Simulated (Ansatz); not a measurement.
# In2Se2 bilayer (AA') in a perpendicular field, part 3 of 3

What dipole does a perpendicular field induce in the In2Se2 bilayer (AA'), and does the gap follow? A positive field points along +c.

Ansatz 0.2.0; plane-wave DFT, PBE-D3(BJ), Ansatz PAW.

So far, gap along the path (eV): step 3 (atoms held, field 0, start network) 1.08; step 6 (field 0.1 V/Å) 1.07; step 7 (field -0.1 V/Å) 1.07; step 8 (field 0.2 V/Å) 1.05; step 9 (field -0.2 V/Å) 1.05.

### Step 10. Atoms held, field 0.3 V/Å

input.yaml

```yaml
crystal:
  lattice:
    - [4.0292789442, 0.0, 0.0]
    - [-2.0146394721, 3.4894579246, 0.0]
    - [0.0, 0.0, 31.779974748]
  atoms:
    - { symbol: Se, position: [0.3333333333, 0.6666666667, 0.2831972043] }
    - { symbol: In, position: [0.0, 0.0, 0.3238885628] }
    - { symbol: In, position: [0.0, 0.0, 0.4118096875] }
    - { symbol: Se, position: [0.3333333333, 0.6666666667, 0.4523734767] }
    - { symbol: Se, position: [0.0, 0.0, 0.5476265233] }
    - { symbol: In, position: [0.3333333333, 0.6666666667, 0.5881903125] }
    - { symbol: In, position: [0.3333333333, 0.6666666667, 0.6761114372] }
    - { symbol: Se, position: [0.0, 0.0, 0.7168027957] }
kpoints:
  mp_grid: { grid: [12, 12, 1] }
  band_path:
    path: [[0, 0, 0], [0.5, 0, 0], [0.33333333, 0.33333333, 0], [0, 0, 0]]
    npoints: 16
hamiltonian:
  xc: pbe
  dispersion: d3bj
scf:
  occupations: { method: fermi_dirac, width: 0.02585 }
  convergence: { dr2_threshold: 1.0e-10 }
efield:
  axis: 3
  dipole_correction: true
  ramp_position: 0.9631
  ramp_width: 0.0737
  amplitude: 0.3
output:
  write_potential: true
  write_density: true
  volumetric_format: npy
```

The run is started by

```sh
ansatz run input.yaml --threads 4 --pin off --max-ram 8192MiB --backend cpu --events-out ev --progress --plain --runs-dir out
```

Numbers of over 12 decimals in the logs are rounded to 6 here.

Log:

```text
[...]
Crystal: 8 atoms, lattice volume = 446.826 Å³
Basis set: ecut = 420 eV, 8759 PW (Γ)
Bands: 70, of which v1, the nominal top of the filled ones, is band 58 counted from 1 (57 counted from 0)
Symmetry: 6 space group operations
k-points: 19 of 144 (time reversal used)
[...]
k-point 0: bands = [... 54 lower, 0.2117, 0.3482, 0.3482, 0.8418, 1.9365, 2.6710, 3.2859, 3.5653, ... 8 higher]
  k-point 1: bands = [... 54 lower, 0.1344, 0.2702, 0.3056, 0.9091, 2.3358, 2.9350, 3.6376, 3.9339, ... 8 higher]
  k-point 2: bands = [... 54 lower, -0.0676, 0.0719, 0.3612, 0.8788, 2.9109, 3.3156, 3.8892, 4.2386, ... 8 higher]
  k-point 18: bands = [... 54 lower, -0.9803, -0.7216, -0.4302, -0.2766, 2.8842, 3.3130, 3.4930, 3.7814, ... 8 higher]
[key lines of the parts left out:]
SCF converged after 17 iterations
Free energy (F): -44273.935622 eV
Fermi energy:    1.456436 eV
Dipole field:    D = 0.138426 V/Å  (p = 0.341818 e·Å, saw-weighted, corrected)
```

Elapsed: 26 s, on 4 threads of Intel Xeon Platinum 8488C (Sapphire Rapids), shared host; peak memory 1.6 GiB.

The dipole is 0.342 e·Å, and the gap 1.018 eV.

### Step 11. Atoms held, field -0.3 V/Å

input.yaml, as its differences from that of step 10:

```diff
@@ -30,3 +30,3 @@
   ramp_width: 0.0737
-  amplitude: 0.3
+  amplitude: -0.3
 output:
```

Log:

```text
[...]
Crystal: 8 atoms, lattice volume = 446.826 Å³
Basis set: ecut = 420 eV, 8759 PW (Γ)
Bands: 70, of which v1, the nominal top of the filled ones, is band 58 counted from 1 (57 counted from 0)
Symmetry: 6 space group operations
k-points: 19 of 144 (time reversal used)
[...]
k-point 0: bands = [... 54 lower, 0.2112, 0.3477, 0.3477, 0.8412, 1.9360, 2.6705, 3.2853, 3.5648, ... 8 higher]
  k-point 1: bands = [... 54 lower, 0.1339, 0.2697, 0.3051, 0.9086, 2.3353, 2.9345, 3.6371, 3.9334, ... 8 higher]
  k-point 2: bands = [... 54 lower, -0.0681, 0.0713, 0.3607, 0.8783, 2.9104, 3.3151, 3.8887, 4.2381, ... 8 higher]
  k-point 18: bands = [... 54 lower, -0.9808, -0.7221, -0.4307, -0.2771, 2.8837, 3.3125, 3.4924, 3.7809, ... 8 higher]
[key lines of the parts left out:]
SCF converged after 17 iterations
Free energy (F): -44273.935622 eV
Fermi energy:    1.455923 eV
Dipole field:    D = -0.138426 V/Å  (p = -0.341818 e·Å, saw-weighted, corrected)
```

Wall time 27 s (4 threads); peak memory 1.6 GiB.

The dipole is -0.342 e·Å, and the gap 1.018 eV.

### Step 12. Single point, field 0.4 V/Å

input.yaml, as its differences from that of step 11:

```diff
@@ -28,5 +28,5 @@
   dipole_correction: true
-  ramp_position: 0.9631
-  ramp_width: 0.0737
-  amplitude: -0.3
+  ramp_position: 0.9339
+  ramp_width: 0.1322
+  amplitude: 0.4
 output:
```

Log:

```text
[...]
Crystal: 8 atoms, lattice volume = 446.826 Å³
Basis set: ecut = 420 eV, 8759 PW (Γ)
Bands: 70, of which v1, the nominal top of the filled ones, is band 58 counted from 1 (57 counted from 0)
Symmetry: 6 space group operations
k-points: 19 of 144 (time reversal used)
[...]
k-point 0: bands = [... 54 lower, 0.2378, 0.4110, 0.4110, 0.8534, 1.9171, 2.6816, 3.2435, 3.6113, ... 8 higher]
  k-point 1: bands = [... 54 lower, 0.1601, 0.2893, 0.3323, 0.9283, 2.3046, 2.9564, 3.5893, 3.9815, ... 8 higher]
  k-point 2: bands = [... 54 lower, -0.0422, 0.1320, 0.3318, 0.9065, 2.8630, 3.3525, 3.8408, 4.2820, ... 8 higher]
  k-point 18: bands = [... 54 lower, -1.0304, -0.7058, -0.4174, -0.2375, 2.8410, 3.3485, 3.4399, 3.8195, ... 8 higher]
[key lines of the parts left out:]
SCF converged after 15 iterations
Free energy (F): -44273.975512 eV
Fermi energy:    1.458279 eV
Dipole field:    D = 0.184677 V/Å  (p = 0.456027 e·Å, saw-weighted, corrected)
```

Wall time 26 s (4 threads); peak memory 1.5 GiB.

The dipole is 0.456 e·Å, and the gap 0.977 eV.

### Step 13. Single point, field -0.4 V/Å

input.yaml, as its differences from that of step 12:

```diff
@@ -30,3 +30,3 @@
   ramp_width: 0.1322
-  amplitude: 0.4
+  amplitude: -0.4
 output:
```

Log:

```text
[...]
Crystal: 8 atoms, lattice volume = 446.826 Å³
Basis set: ecut = 420 eV, 8759 PW (Γ)
Bands: 70, of which v1, the nominal top of the filled ones, is band 58 counted from 1 (57 counted from 0)
Symmetry: 6 space group operations
k-points: 19 of 144 (time reversal used)
[...]
k-point 0: bands = [... 54 lower, 0.2378, 0.4110, 0.4110, 0.8534, 1.9171, 2.6816, 3.2435, 3.6113, ... 8 higher]
  k-point 1: bands = [... 54 lower, 0.1601, 0.2893, 0.3323, 0.9283, 2.3046, 2.9564, 3.5893, 3.9815, ... 8 higher]
  k-point 2: bands = [... 54 lower, -0.0422, 0.1320, 0.3318, 0.9065, 2.8630, 3.3525, 3.8408, 4.2820, ... 8 higher]
  k-point 18: bands = [... 54 lower, -1.0304, -0.7058, -0.4174, -0.2375, 2.8410, 3.3485, 3.4399, 3.8195, ... 8 higher]
[key lines of the parts left out:]
SCF converged after 15 iterations
Free energy (F): -44273.975512 eV
Fermi energy:    1.458279 eV
Dipole field:    D = -0.184677 V/Å  (p = -0.456027 e·Å, saw-weighted, corrected)
```

Elapsed: 25 s, on 4 threads; peak memory 1.6 GiB.

The dipole is -0.456 e·Å, and the gap 0.977 eV.

### Step 14. Response, atoms held

This step: plane-wave DFT, PBE-D3(BJ), Ansatz PAW; response to a field along the normal, atoms held (Ansatz 0.2.0).

The dipoles give the slope, and the difference of two potentials shows where the field is screened.

This step gave:

```
equivalent conductor thickness p/(ε₀AE) : 14.65 Å
distance between the outer atoms        : 13.78 Å
```

Dipole of the cell against applied field:

| applied field (V/Å) | dipole of the cell (e·Å) |
| --- | --- |
| -0.400 | -0.456 |
| -0.300 | -0.342 |
| -0.200 | -0.228 |
| -0.100 | -0.114 |
| -0.050 | -0.0569 |
| 0.000 | 5.0e-7 |
| 0.050 | 0.0569 |
| 0.100 | 0.114 |
| 0.200 | 0.228 |
| 0.300 | 0.342 |
| 0.400 | 0.456 |

Local field over the applied field, running mean. From the potentials at -0.05 and 0.05 V/Å; running mean over 2.8 Å. Local field over applied field against z:

z (Å), local field over applied field and a bar:
```
        5      0.995 ##############################
        6      0.958 #############################
        7      0.784 #######################
        8      0.471 #############
        9      0.175 ####
       10      0.068 
       11      0.070 
       12      0.085 #
       13      0.059 
       14      0.091 #
       15      0.209 #####
       16      0.255 ######
       17      0.181 ####
       18      0.077 #
       19      0.060 
       20      0.090 #
       21      0.064 
       22      0.078 #
       23      0.228 #####
       24      0.543 ###############
       25      0.840 #########################
       26      0.972 #############################
       27      0.997 ##############################
```

Electrons, planar mean, per unit field. The induced electron density by z:

| z (Å) | induced electron density (e/Å³ per V/Å) |
| --- | --- |
| 4.5 | 6.1e-6 |
| 5.0 | 1.9e-5 |
| 5.5 | 5.8e-5 |
| 6.0 | 1.7e-4 |
| 6.5 | 4.5e-4 |
| 7.0 | 0.00114 |
| 7.5 | 0.00245 |
| 8.0 | 0.00348 |
| 8.5 | 0.00201 |
| 9.0 | 7.7e-4 |
| 9.5 | 5.0e-4 |
| 10.0 | -5.4e-4 |
| 10.5 | -9.0e-4 |
| 11.0 | 4.8e-4 |
| 11.5 | 4.5e-4 |
| 12.0 | -6.0e-4 |
| 12.5 | -1.3e-4 |
| 13.0 | 9.4e-4 |
| 13.5 | 2.1e-4 |
| 14.0 | -3.6e-4 |
| 14.5 | -8.4e-4 |
| 15.0 | -0.00182 |
| 15.5 | -0.00159 |
| 16.0 | 5.0e-4 |
| 16.5 | 0.00204 |
| 17.0 | 0.00133 |
| 17.5 | 5.1e-4 |
| 18.0 | 2.1e-4 |
| 18.5 | -6.7e-4 |
| 19.0 | -6.3e-4 |
| 19.5 | 6.1e-4 |
| 20.0 | 1.9e-4 |
| 20.5 | -7.3e-4 |
| 21.0 | 1.6e-4 |
| 21.5 | 0.00107 |
| 22.0 | -2.8e-5 |
| 22.5 | -5.7e-4 |
| 23.0 | -0.00117 |
| 23.5 | -0.00293 |
| 24.0 | -0.00324 |
| 24.5 | -0.00180 |
| 25.0 | -7.7e-4 |
| 25.5 | -2.9e-4 |
| 26.0 | -1.1e-4 |
| 26.5 | -3.5e-5 |
| 27.0 | -1.2e-5 |
| 27.5 | -3.6e-6 |

The smaller of the gaps on the path and on the k-mesh, counted as 0 under 0.03 eV. Table of gap by applied field:

| applied field (V/Å) | gap (eV) |
| --- | --- |
| -0.400 | 0.977 |
| -0.300 | 1.02 |
| -0.200 | 1.05 |
| -0.100 | 1.07 |
| -0.050 | 1.08 |
| 0.000 | 1.08 |
| 0.050 | 1.08 |
| 0.100 | 1.07 |
| 0.200 | 1.05 |
| 0.300 | 1.02 |
| 0.400 | 0.977 |

By hand: between -0.05 and 0.05 V/Å the dipole changes by 0.1139 e·Å, a slope of 1.139 e·Å²/V. A perfect conductor of thickness t has p = ε₀AEt, so t = 180.95 × 1.139 / 14.060 = 14.65 Å (e/ε₀ = 180.95 V·Å, A in Å²).

The induced dipole is that of a conductor 14.65 Å thick.

### Step 15. Outcome

| Item | Value |
| --- | --- |
| gap without field | 1.08 eV |
| ionisation energy, upper face | 5.66 eV |
| electron affinity, upper face | 4.58 eV |
| equivalent conductor thickness, atoms held | 14.7 Å |

**Reading.** The induced dipole equals that of a perfect conductor 14.65 Å thick, while the outer atoms lie 13.78 Å apart; an out-of-plane ε follows only once a thickness t is chosen, by 1 − 1/ε = 14.65 Å / t. The gap goes from 1.08 eV to 0.98 eV at -0.4 V/Å. With the field reversed the gap is 0.98 eV at 0.4 V/Å. Semilocal functionals give gaps that are too small, and excitons are not included. Spin-orbit coupling is left out, which matters for the bands of elements this heavy.

[Logs are printed without paths, hosts, clocks, repeated set-up lines and the standing remarks that a program may print on its own settings, such as how far it seeks lower states.]

[Hosts, paths, dates, database ids (printed as entryN), source tags and the programs' standing remarks are cut or masked in the printed files.]

[Maps of the electrostatic potential energy from Ansatz leave out the sawtooth potential of an applied field or a dipole correction, so their vacuum need not be flat; planar profiles and work functions include it.]
